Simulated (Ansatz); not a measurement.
Li3N:
Space group P6/mmm (No. 191); a = b = 3.6071 Å, c = 3.8446 Å, α = β = 90.00°, γ = 120.00°

```
atom  site  symmetry       x       y       z
----  ----  --------  ------  ------  ------
Li      1b     6/mmm  0.0000  0.0000  0.5000
Li      2c      -6m2  0.3333  0.6667  0.0000
N       1a     6/mmm  0.0000  0.0000  0.0000
```

Relaxed with PBEsol. DFT-PBEsol in the program Ansatz with PAW potentials gives a gap of 1.09 eV.

Q: What gap does HSE06 give on the same cell (Ansatz, PAW)?

A: 2.02 eV, 0.94 eV more. The hybrid was solved on a coarser mesh and at special points; its gap is the smallest among all of these.

```json
[
 {"k": "Γ", "v1 PBEsol": "-0.21", "c1 PBEsol": "1.09", "v1 HSE06": "-0.23", "c1 HSE06": "2.02"},
 {"k": "A", "v1 PBEsol": "0.00", "c1 PBEsol": "4.01", "v1 HSE06": "?", "c1 HSE06": "?"},
 {"k": "K", "v1 PBEsol": "-0.67", "c1 PBEsol": "5.28", "v1 HSE06": "?", "c1 HSE06": "?"},
 {"k": "H", "v1 PBEsol": "-0.38", "c1 PBEsol": "2.38", "v1 HSE06": "?", "c1 HSE06": "?"},
 {"k": "M", "v1 PBEsol": "-0.78", "c1 PBEsol": "4.54", "v1 HSE06": "-0.78", "c1 HSE06": "5.70"},
 {"k": "L", "v1 PBEsol": "-0.69", "c1 PBEsol": "1.11", "v1 HSE06": "?", "c1 HSE06": "?"}
]
```

Q: Top valence (v1) and lowest conduction level (c1) in eV from each method's valence maximum (which need not be a listed point): supply the withheld HSE06 values.

A: 
- H, v1 HSE06: -0.36
- H, c1 HSE06: 3.44
- L, v1 HSE06: -0.70
- L, c1 HSE06: 2.09
- A, v1 HSE06: 0.00
- A, c1 HSE06: 5.28
- K, v1 HSE06: -0.66
- K, c1 HSE06: 6.53

Cost on shared cores: the PBEsol run (SCF on a 9×9×7 mesh, then bands and DOS) around 10 core-seconds (rough), the HSE06 run (SCF on 7×7×5, then a few points) about 110 core-seconds (a rough figure); the tasks are unlike.

The PBEsol relaxation kept the symmetry of its start. At this level the phase is dynamically unstable (imaginary phonons).

Potentials: the later of the program's two PAW sets.
